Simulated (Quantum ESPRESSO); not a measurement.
Pb, 1 atom in the cell. It takes space group Fm-3m (No. 225, cubic). The conventional cell has a = 4.950 Å, b = 4.950 Å, c = 4.950 Å, α = 90.00°, β = 90.00°, γ = 90.00°. Around Pb (site symmetry m-3m) lie 12 Pb at 3.50 Å. 

* Program: Quantum ESPRESSO 7.5
* Task: phonons
* Functional: PBE
* Potentials or basis: GBRV 1.5 PBE
* Cutoff: 612 eV
* Density cutoff: 4898 eV
* k mesh: 9 × 9 × 9
* Occupations: cold, width 0.2 eV
* Spin: no spin polarisation
* Target pressure: 15 GPa
* Mixing beta: 0.5
* Most SCF iterations: 120
* SCF threshold: 2e-10 Ry

Potentials or basis: GBRV 1.5 PBE.

The run is started by

```console
$ OMP_NUM_THREADS=1 pw.x -in pw.in > pw.out
$ OMP_NUM_THREADS=1 pw.x -in relax.in > relax.out
$ OMP_NUM_THREADS=1 pw.x -in scf2.in > scf2.out
$ OMP_NUM_THREADS=1 ph.x -in ph.in > ph.out
```

Hardware: 1 thread of Arm Neoverse V2 (shared host).

Problem. Estimate the wall time of this run.

Solution. Run time: 6.7 min on 1 thread of Arm Neoverse V2, on a shared host, peak memory 0.11 GiB. Counts: scf iterations 44, k pools 1, bands 13, ion steps 5, k points 35, g dense 23505.
